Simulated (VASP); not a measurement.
Input of a VASP 6.6.1 run:

Contents of POSCAR:

```
PbSe
1.0
    0.0000000000      3.1088316875      3.1088316875
    3.1088316875      0.0000000000      3.1088316875
    3.1088316875      3.1088316875      0.0000000000
  Pb              Se
     1     1
Direct
     0.0000000000000000    0.0000000000000000    0.0000000000000000
     0.5000000000000000    0.5000000000000000    0.5000000000000000
```

Contents of INCAR.step1:

```
SYSTEM = PbSe
  PREC = Accurate
  ENCUT = 600
  EDIFF = 1E-8
  ISMEAR = 0
  SIGMA = 0.03
  LREAL = .FALSE.
  LASPH = .TRUE.
  NELM = 80
  ALGO = Normal
  ISIF = 3
  LWAVE = .FALSE.
  LCHARG = .FALSE.
  GGA = PE
  IBRION = 2
  NSW = 40
  EDIFFG = -0.002
```

Contents of INCAR.step2:

```
SYSTEM = PbSe
  PREC = Accurate
  ENCUT = 600
  EDIFF = 1E-8
  ISMEAR = 0
  SIGMA = 0.03
  LREAL = .FALSE.
  LASPH = .TRUE.
  NELM = 80
  ALGO = Normal
  ISIF = 3
  LWAVE = .FALSE.
  LCHARG = .FALSE.
  GGA = PE
  IBRION = 6
  NFREE = 2
  POTIM = 0.015
  NSW = 1
```

File KPOINTS:

```
Automatic mesh
0
G
  8 8 8
  0 0 0
```

Potentials or basis: VASP PAW PBE potentials, release 64 (Pb_d, Se).

Run with:

```console
$ cat potpaw_PBE.64/Pb_d/POTCAR potpaw_PBE.64/Se/POTCAR > POTCAR
$ cp INCAR.step1 INCAR
$ mpirun -np 1 vasp_std > vasp.out
$ cp CONTCAR POSCAR
$ cp INCAR.step2 INCAR
$ mpirun -np 1 vasp_std > vasp.out
```

What does it give for the elastic constants C11, C12, C44?

116, 12, 17 GPa.

What does it give for the Voigt bulk modulus?

47 GPa.

Predict the highest phonon frequency at Γ, LO-TO splitting left out.

27 cm⁻¹.

Phonon frequencies in cm⁻¹ (negative: imaginary):
```tsv
q point	frequencies
(0.000, 0.000, 0.000)	0 0 0 27 27 27
```

Spin-orbit coupling is left out, which matters for the levels of Pb.
